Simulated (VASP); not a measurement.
Here is a VASP 6.6.1 calculation.

File INCAR:

```
  PREC = Accurate
  ENCUT = 600
  EDIFF = 1E-6
  ISMEAR = -1
  SIGMA = 0.05
  LREAL = False
  LASPH = True
  NELM = 60
  ALGO = Normal
  ISIF = 3
  LWAVE = False
  LCHARG = False
  GGA = PE
  IVDW = 12
  IBRION = 2
  NSW = 40
  EDIFFG = -0.01
```

The input KPOINTS:

```
Automatic mesh
0
Gamma
  10 10 10
```

File POSCAR:

```
Nb
1.0
   -1.6639500000      1.6639500000      1.6639500000
    1.6639500000     -1.6639500000      1.6639500000
    1.6639500000      1.6639500000     -1.6639500000
Nb
1
Direct
    0.0000000000      0.0000000000      0.0000000000
```

Potentials or basis: VASP PAW PBE potentials, release 64 (Nb_sv).

Run with:

```console
$ cat potpaw_PBE.64/Nb_sv/POTCAR > POTCAR
$ mpirun -np 1 vasp_std > vasp.out
```

Predict the dispersion energy per atom.

-0.763 eV.

Predict the relaxed volume.

17.39 Å³/atom.

Final structure:
```
Nb
1.0
    -1.63210    1.63210    1.63210
     1.63210   -1.63210    1.63210
     1.63210    1.63210   -1.63210
Nb
1
Cartesian
  3.2642 0.0000 0.0000
```

Caveat: pairwise dispersion overbinds metals, which lowers pressure and volume.
